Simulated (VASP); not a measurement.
# Hf (Im-3m) in VASP: further runs

The runs below take Hf through single point, with r2SCAN.

Program: VASP 6.6.1. These are calculated values, not measurements. Logs are shortened: lines on timing, memory, paths and dates and some standing lists are left out, and cuts for length are marked.

### Step 1. The structure

Symmetry: Im-3m, No. 229, cubic system. Conventional cell: a = 3.610 Å, b = 3.610 Å, c = 3.610 Å, α = 90.00°, β = 90.00°, γ = 90.00°. Hf (site symmetry m-3m) has 8 Hf at 3.13 Å as nearest neighbours.

This isn't the form of Hf at room conditions, which is hcp.

### Step 2. Single point, r2SCAN

Contents of INCAR:

```
SYSTEM = Hf
ADDGRID = .False.
ALGO = Normal
EDIFF = 1E-7
ENCUT = 400
ISIF = 2
ISMEAR = 1
LASPH = .True.
LCHARG = .False.
LMIXTAU = .True.
LREAL = .False.
LWAVE = .False.
METAGGA = R2SCAN
NELM = 100
PREC = Accurate
SIGMA = 0.4
```

Contents of KPOINTS:

```
k-points
0
Gamma
  16 16 16
  0 0 0
```

Contents of POSCAR:

```
Hf
1.0
   -1.8050000000      1.8050000000      1.8050000000
    1.8050000000     -1.8050000000      1.8050000000
    1.8050000000      1.8050000000     -1.8050000000
Hf
1
Direct
    0.0000000000      0.0000000000      0.0000000000
```

Potentials or basis: VASP PAW PBE potentials, release 64 (Hf).

Run with:

```sh
$ cat potpaw_PBE.64/Hf/POTCAR > POTCAR
$ mpirun -np 1 vasp_std > vasp.out
```

OUTCAR:

```text
SYSTEM = Hf
   EDIFF = 1E-7
   ENCUT = 400
   ISIF = 2
   ISMEAR = 1
   LASPH = .True.
   LREAL = .False.
   METAGGA = R2SCAN
   NELM = 100
   PREC = Accurate

 Found    145 irreducible k-points:

 Following reciprocal coordinates:
            Coordinates               Weight
  0.000000  0.000000  0.000000      1.000000
  0.062500  0.000000  0.000000     12.000000
  0.125000  0.000000  0.000000     12.000000
  0.187500  0.000000  0.000000     12.000000
  0.250000  0.000000  0.000000     12.000000
  0.312500  0.000000  0.000000     12.000000
   k-points           NKPTS =    145   k-points in BZ     NKDIM =    145   number of bands    NBANDS=      6
   number of dos      NEDOS =    301   number of ions     NIONS =      1
   total plane-waves  NPLWV =   8000
   dimension x,y,z NGX =    20 NGY =   20 NGZ =   20
   dimension x,y,z NGXF=    40 NGYF=   40 NGZF=   40
   ions per type =               1
   NGX,Y,Z   is equivalent  to a cutoff of  10.64, 10.64, 10.64 a.u.
   NGXF,Y,Z  is equivalent  to a cutoff of  21.27, 21.27, 21.27 a.u.
 SYSTEM =  Hf
   PREC   = accura    normal or accurate (medium, high low for compatibility)
   ISTART =      0    job   : 0-new  1-cont  2-samecut
   ICHARG =      2    charge: 1-file 2-atom 10-const
   ISPIN  =      1    spin polarized calculation?
   LNONCOLLINEAR =      F non collinear calculations
   LSORBIT =      F    spin-orbit coupling
   LASPH  =      T    aspherical Exc in radial PAW
   ENCUT  =  400.0 eV  29.40 Ry    5.42 a.u.   5.10  5.10  5.10*2*pi/ulx,y,z
   NELM   =    100;   NELMIN=  2; NELMDL= -5     # of ELM steps
   EDIFF  = 0.1E-06   stopping-criterion for ELM
   LREAL  =      F    real-space projection
[... 7 lines left out ...]
   TEBEG  =    0.0;   TEEND  =   0.0 temperature during run
   PSTRESS=    0.0 pullay stress
   NELECT =       4.0000    total number of electrons
   NUPDOWN=      -1.0000    fix difference up-down
   EMIN   =  10.00;   EMAX   =-10.00  energy-range for DOS
   EFERMI =   0.00;   METHOD = LEGACY
   ISMEAR =     1;   SIGMA  =   0.40  broadening in eV -4-tet -1-fermi 0-gaus
   EFERMI_NEDOS =   21; number of points for ismear=-14 and -15
   IALGO  =     38    algorithm
   IMIX   =      4    mixing-type and parameters
     AMIX     =   0.40;   BMIX     =  1.00
     AMIX_MAG =   1.60;   BMIX_MAG =  1.00
  volume/ion in A,a.u.               =      23.52       158.74
  Fermi-wavevector in a.u.,A,eV,Ry     =   0.906980  1.713943 11.192321  0.822612
  Thomas-Fermi vector in A             =   2.030732
   LORBIT       =      0    0 simple, 1 ext, 2 COOP (PROOUT), +10 PAW based schemes
   METAGGA = R2SCAN    functional components
   LHFCALC =     F    Hartree Fock is set to
   AEXX    =    0.0000 exact exchange contribution
   IVDW    =     0    specifies the selected vdW correction
   LEPSILON=     F    determine dielectric tensor
   LRPA    =     F    only Hartree local field effects (RPA)
 non-spin polarized calculation
 Methfessel and Paxton  Order N= 1 SIGMA  =   0.40
  energy-cutoff  :      400.00
  volume of cell :       23.52
 maximum number of plane-waves:       440
   NGX = 11   NGY = 11   NGZ = 11

 number of electron       4.0000000 magnetization

 Free energy of the ion-electron system (eV)
  ---------------------------------------------------
  ext. energy  EPLUGINS =         0.00000000
  ---------------------------------------------------
  free energy    TOTEN  =       -44.86979950 eV

  energy without entropy =      -44.85983896  energy(sigma->0) =      -44.86647932

 E-fermi :   4.4256     XC(G=0): -11.4425

 val. band max:        4.4196142636   @ k =   0.2500   0.2500   0.0000
 cond. band min:       4.4321435892   @ k =   0.3125   0.1875   0.0000
 fundamental gap:      0.0125293255
 Fermi energy:         4.4255872053

 k-point     1 :       0.0000    0.0000    0.0000
  band No.  band energies     occupation
      1      -2.7580      2.00000
      2       6.0961     -0.00000
      3       6.0961     -0.00000
      4       6.0961     -0.00000
      5       8.7461     -0.00000
      6       8.7461     -0.00000

 k-point     2 :       0.0625    0.0000    0.0000
  band No.  band energies     occupation
      1      -2.6181      2.00000
      2       5.9948     -0.00000
      3       6.0544     -0.00000
      4       6.2319     -0.00000
      5       8.5857     -0.00000
      6       8.7442     -0.00000

 k-point     3 :       0.1250    0.0000    0.0000
  band No.  band energies     occupation
      1      -2.2104      2.00000
      2       5.7223     -0.00005
      3       5.8766     -0.00000
      4       6.6346     -0.00000
      5       8.2903     -0.00000
      6       8.7501     -0.00000

 k-point     4 :       0.1875    0.0000    0.0000
  band No.  band energies     occupation
      1      -1.5735      2.00000
      2       5.3516     -0.00508
      3       5.4990     -0.00098
      4       7.2897     -0.00000
      5       8.1637     -0.00000
      6       8.7898     -0.00000

 k-point     5 :       0.2500    0.0000    0.0000
  band No.  band energies     occupation
      1      -0.7827      2.00000
      2       4.9590     -0.06779
      3       5.0356     -0.05305
      4       8.1693     -0.00000
      5       8.2658     -0.00000
      6       8.8876     -0.00000

 k-point     6 :       0.3125    0.0000    0.0000
  band No.  band energies     occupation
      1       0.0305      2.00000
      2       4.6040      0.32201
      3       4.7105      0.07188
      4       8.4692     -0.00000
      5       9.0509     -0.00000
      6       9.2242     -0.00000

 [... further k-points ...]
[... 5 lines left out ...]
  --------------------------------------------------------------------------------------
  -------------------------------------------------------------------------------------
  Total       -1.1288854     -1.1288854     -1.1288854      0.0000000      0.0000000      0.0000000
  in kB      -76.8898144    -76.8898144    -76.8898144      0.0000000      0.0000000      0.0000000
  external PRESSURE =     -76.8898144 kB  Pullay stress =       0.0000000 kB

 VOLUME and BASIS-vectors are now :
 -----------------------------------------------------------------------------
  energy-cutoff  :      400.00
  volume of cell :       23.52
      direct lattice vectors                 reciprocal lattice vectors
    -1.805000000  1.805000000  1.805000000     0.000000000  0.277008310  0.277008310
     1.805000000 -1.805000000  1.805000000     0.277008310  0.000000000  0.277008310
     1.805000000  1.805000000 -1.805000000     0.277008310  0.277008310  0.000000000

 POSITION                                       TOTAL-FORCE (eV/Angst)
 -----------------------------------------------------------------------------------
      0.00000      0.00000      0.00000         0.000000     -0.000000     -0.000000
 -----------------------------------------------------------------------------------
    total drift:                                0.000000     -0.000000     -0.000000

  FREE ENERGIE OF THE ION-ELECTRON SYSTEM (eV)
  ---------------------------------------------------
  free  energy   TOTEN  =       -44.8697995040 eV

  energy  without entropy=      -44.8598389626  energy(sigma->0) =      -44.86647932
```

OSZICAR:

```text
N       E                     dE             d eps       ncg     rms          rms(c)
DAV:   1    -0.384876519240E+02   -0.38488E+02   -0.13129E+03  1764   0.419E+02
DAV:   2    -0.445067480630E+02   -0.60191E+01   -0.56202E+01  3258   0.451E+01
[... 13 lines left out ...]
DAV:  16    -0.448698018249E+02   -0.11424E-04   -0.19887E-06  1872   0.137E-02    0.918E-03
DAV:  17    -0.448697987914E+02    0.30335E-05   -0.10193E-06  2082   0.719E-03    0.161E-03
DAV:  18    -0.448698001251E+02   -0.13337E-05   -0.37975E-08   996   0.193E-03    0.774E-04
DAV:  19    -0.448697993158E+02    0.80931E-06   -0.89780E-09   912   0.733E-04    0.544E-04
DAV:  20    -0.448697995844E+02   -0.26863E-06   -0.83254E-09   912   0.817E-04    0.882E-05
DAV:  21    -0.448697995040E+02    0.80418E-07   -0.13911E-09   882   0.247E-04
   1 F= -.44869800E+02 E0= -.44866479E+02  d E =-.996054E-02
```

stdout:

```text
POSCAR found type information on POSCAR Hf
 POSCAR found :  1 types and       1 ions
 scaLAPACK will be used
 -----------------------------------------------------------------------------
|                                                                             |
|                                                                             |
|     You enforced a specific xc type in the INCAR file but a different       |
|     I HOPE YOU KNOW WHAT YOU ARE DOING!                                     |
|                                                                             |
 -----------------------------------------------------------------------------

 LDA part: xc-table for (None), standard interpolation
 POSCAR, INCAR and KPOINTS ok, starting setup
 FFT: planning ... GRIDC
 FFT: planning ... GRID_SOFT
 FFT: planning ... GRID
 WAVECAR not read
 entering main loop
```

Run time: 54 s. Hardware: 1 thread of Intel Xeon Platinum 8488C (Sapphire Rapids), shared host; peak memory 0.13 GiB.

The run converged, but some of its settings lie outside the range that counts as converged, so its numbers aren't taken as properties of the crystal.

What came out:

- Free energy: -44.8698 eV
- Pressure: -7.7 GPa
- Band gap on the k mesh: none (metal or under the smearing width)

Caveat: the PAW data sets were made with another functional, which shifts forces and pressure a little.

### Step 3. Single point, r2SCAN

Changes to INCAR since step 2:

```diff
@@ -15,2 +15,2 @@
 PREC = Accurate
-SIGMA = 0.4
+SIGMA = 0.2
```

KPOINTS is that of step 2.

POSCAR is that of step 2.

Potentials or basis: VASP PAW PBE potentials, release 64 (Hf).

Run with:

```sh
$ cat potpaw_PBE.64/Hf/POTCAR > POTCAR
$ mpirun -np 1 vasp_std > vasp.out
```

OUTCAR:

```text
SYSTEM = Hf
   EDIFF = 1E-7
   ENCUT = 400
   ISIF = 2
   ISMEAR = 1
   LASPH = .True.
   LREAL = .False.
   METAGGA = R2SCAN
   NELM = 100
   PREC = Accurate

 Found    145 irreducible k-points:

 Following reciprocal coordinates:
            Coordinates               Weight
  0.000000  0.000000  0.000000      1.000000
  0.062500  0.000000  0.000000     12.000000
  0.125000  0.000000  0.000000     12.000000
  0.187500  0.000000  0.000000     12.000000
  0.250000  0.000000  0.000000     12.000000
  0.312500  0.000000  0.000000     12.000000
   k-points           NKPTS =    145   k-points in BZ     NKDIM =    145   number of bands    NBANDS=      6
[... 123 lines left out ...]
      4       8.4711      0.00000
      5       9.0531      0.00000
      6       9.2258      0.00000

 [... further k-points ...]
[... 5 lines left out ...]
  --------------------------------------------------------------------------------------
  -------------------------------------------------------------------------------------
  Total       -1.1533713     -1.1533713     -1.1533713     -0.0000000      0.0000000      0.0000000
  in kB      -78.5575843    -78.5575843    -78.5575843     -0.0000000      0.0000000      0.0000000
  external PRESSURE =     -78.5575843 kB  Pullay stress =       0.0000000 kB

 VOLUME and BASIS-vectors are now :
 -----------------------------------------------------------------------------
  energy-cutoff  :      400.00
  volume of cell :       23.52
      direct lattice vectors                 reciprocal lattice vectors
    -1.805000000  1.805000000  1.805000000     0.000000000  0.277008310  0.277008310
     1.805000000 -1.805000000  1.805000000     0.277008310  0.000000000  0.277008310
     1.805000000  1.805000000 -1.805000000     0.277008310  0.277008310  0.000000000

 POSITION                                       TOTAL-FORCE (eV/Angst)
 -----------------------------------------------------------------------------------
      0.00000      0.00000      0.00000         0.000000      0.000000      0.000000
 -----------------------------------------------------------------------------------
    total drift:                                0.000000      0.000000      0.000000

  FREE ENERGIE OF THE ION-ELECTRON SYSTEM (eV)
  ---------------------------------------------------
  free  energy   TOTEN  =       -44.8681175361 eV

  energy  without entropy=      -44.8685381360  energy(sigma->0) =      -44.86825774
```

OSZICAR:

```text
N       E                     dE             d eps       ncg     rms          rms(c)
DAV:   1    -0.384889919881E+02   -0.38489E+02   -0.13129E+03  1764   0.419E+02
DAV:   2    -0.445048391122E+02   -0.60158E+01   -0.56278E+01  3258   0.452E+01
[... 13 lines left out ...]
DAV:  16    -0.448681198320E+02   -0.11424E-04   -0.20546E-06  1872   0.138E-02    0.939E-03
DAV:  17    -0.448681167801E+02    0.30519E-05   -0.11243E-06  2088   0.748E-03    0.164E-03
DAV:  18    -0.448681181298E+02   -0.13497E-05   -0.42145E-08   990   0.202E-03    0.768E-04
DAV:  19    -0.448681173132E+02    0.81653E-06   -0.92414E-09   912   0.742E-04    0.522E-04
DAV:  20    -0.448681176205E+02   -0.30728E-06   -0.94610E-09   912   0.849E-04    0.102E-04
DAV:  21    -0.448681175361E+02    0.84383E-07   -0.14456E-09   882   0.261E-04
   1 F= -.44868118E+02 E0= -.44868258E+02  d E =0.420600E-03
```

stdout:

```text
POSCAR found type information on POSCAR Hf
 POSCAR found :  1 types and       1 ions
 scaLAPACK will be used
 -----------------------------------------------------------------------------
|                                                                             |
|                                                                             |
|     You enforced a specific xc type in the INCAR file but a different       |
|     I HOPE YOU KNOW WHAT YOU ARE DOING!                                     |
|                                                                             |
 -----------------------------------------------------------------------------

 LDA part: xc-table for (None), standard interpolation
 POSCAR, INCAR and KPOINTS ok, starting setup
 FFT: planning ... GRIDC
 FFT: planning ... GRID_SOFT
 FFT: planning ... GRID
 WAVECAR not read
 entering main loop
```

It took 76 s on 1 thread of Intel Xeon Platinum 8488C (Sapphire Rapids), shared host; peak memory 0.13 GiB.

These settings aren't checked as converged: the numbers below hold their error.

What came out:

| Property | Result |
| --- | --- |
| Free energy | -44.8681 eV |
| Pressure | -7.9 GPa |
| Band gap on the k mesh | none (metal or under the smearing width) |

Caveat: the PAW data sets were made with another functional, which shifts forces and pressure a little.

### Step 4. Single point, r2SCAN

Changes to INCAR since step 3:

```diff
@@ -15,2 +15,2 @@
 PREC = Accurate
-SIGMA = 0.2
+SIGMA = 0.1
```

KPOINTS is that of step 3.

POSCAR is that of step 3.

Run with:

```sh
$ cat potpaw_PBE.64/Hf/POTCAR > POTCAR
$ mpirun -np 1 vasp_std > vasp.out
```

It took 48 s on 1 thread of Intel Xeon Platinum 8488C (Sapphire Rapids), shared host; peak memory 0.14 GiB.

These settings aren't checked as converged: the numbers below hold their error.

What came out:

| Property | Result |
| --- | --- |
| Free energy | -44.8682 eV |
| Pressure | -7.8 GPa |
| Band gap on the k mesh | none (metal or under the smearing width) |

Caveat: the PAW data sets were made with another functional, which shifts forces and pressure a little.

### Step 5. The reference run

An earlier run on the cell as given: functional PBE; potentials or basis VASP PAW PBE potentials, release 64 (Hf_pv); cutoff 520 eV; k mesh 10 × 10 × 10; occupations fermi-dirac, width 0.05 eV; no spin polarisation.

- Pressure: -5.3 GPa
- Band gap on the k mesh: none (metal or under the smearing width)
